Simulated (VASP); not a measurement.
Here is a VASP 6.6.1 calculation.

The input INCAR:

```
SYSTEM = ZnSe
PREC = Accurate
ENCUT = 600
EDIFF = 1E-7
ISMEAR = 0
SIGMA = 0.03
LREAL = .FALSE.
LASPH = .TRUE.
NELM = 80
ALGO = Normal
ISIF = 3
LWAVE = .FALSE.
LCHARG = .FALSE.
GGA = PS
IBRION = 2
NSW = 90
EDIFFG = -0.005
```

The input KPOINTS:

```
Automatic mesh
0
G
  8 8 8
  0 0 0
```

POSCAR

```
ZnSe                                    
1.0
   -0.0000000000      2.8206646090      2.8206646090
    2.8206646090     -0.0000000000      2.8206646090
    2.8206646090      2.8206646090      0.0000000000
  Zn              Se            
     1     1
Direct
     0.0000000000000000    0.0000000000000000    0.0000000000000000
     0.2500000000000000    0.2500000000000000    0.2500000000000000
```

Potentials or basis: VASP PAW PBE potentials, release 64 (Zn, Se).

Run with:

```bash
$ cat potpaw_PBE.64/Zn/POTCAR potpaw_PBE.64/Se/POTCAR > POTCAR
$ mpirun -np 1 vasp_std > vasp.out
```

**Question.** What does it give for the band gap on the k mesh?

**Answer.** 1.23 eV, direct.

Final structure:
```xyz
2
Lattice="0.0000 2.8207 2.8207 2.8207 0.0000 2.8207 2.8207 2.8207 0.0000" Properties=species:S:1:pos:R:3 pbc="T T T"
Zn    0.0000    0.0000    0.0000
Se    1.4103    1.4103    1.4103
```

Caveat: the relaxation stopped at its first step, so nothing moved. A hybrid or GW would open this gap; PBEsol tends to underestimate it.
